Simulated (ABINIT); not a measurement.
Runs of ABINIT 10.8.3 (patched build) on Al. It takes space group Fm-3m (No. 225, cubic). The conventional cell has a = 4.050 Å, b = 4.050 Å, c = 4.050 Å, α = 90.00°, β = 90.00°, γ = 90.00°. Al (site symmetry m-3m) is surrounded by 12 Al at 2.86 Å. 

```csv
task,level,potentials or basis,k mesh,cutoff (eV),smearing,fine-grid cutoff,gap on the mesh (eV),pressure (GPa),V0 of scaled cells (Å³/atom),B0 (GPa)
single point,r2SCAN,JTH PAW PBE v2.0,9 × 9 × 9,653,fermi-dirac 0.05 eV,1251.72 eV,none,-,-,-
equation of state,PBE+D3,JTH PAW PBE v2.0,11 × 11 × 11,544,fermi-dirac 0.05 eV,1088.46 eV,-,-,16.11,84
band structure,AM05,JTH PAW PBE v2.0,11 × 11 × 11,544,fermi-dirac 0.05 eV,1088.46 eV,none,-2.4,-,-
band structure,RPBE,JTH PAW PBE v2.0,11 × 11 × 11,544,fermi-dirac 0.05 eV,1088.46 eV,none,0.5,-,-
band structure,LDA-VWN,PseudoDojo NC SR LDA v0.4.1 standard,11 × 11 × 11,599,fermi-dirac 0.05 eV,-,none,-4.0,-,-
band structure,OLYP,JTH PAW PBE v2.0,11 × 11 × 11,544,fermi-dirac 0.05 eV,1088.46 eV,none,(c),-,-
equation of state,PBE+D3(BJ),JTH PAW PBE v2.0,11 × 11 × 11,707,cold (ABINIT) 0.1 eV,1306.15 eV,-,-,(a),88
equation of state,LDA,PseudoDojo NC SR LDA v0.4 stringent,11 × 11 × 11,599,fermi-dirac 0.05 eV,-,-,-,15.77,(b)
```

Alike in all rows: no spin polarisation; cell as given.

**Question.** Fill in the values left out.

**Answer.** (a) 15.80; (b) 85; (c) -2.3.

Caveats: the PAW data sets were made with another functional, which shifts forces and pressure a little (some runs); pressures at fixed basis lie under the slope of the energies (some runs).

A k mesh can miss the band edges.

A gap of «none» marks a metal or a gap under the smearing width.

Not every run made on this cell is shown here.
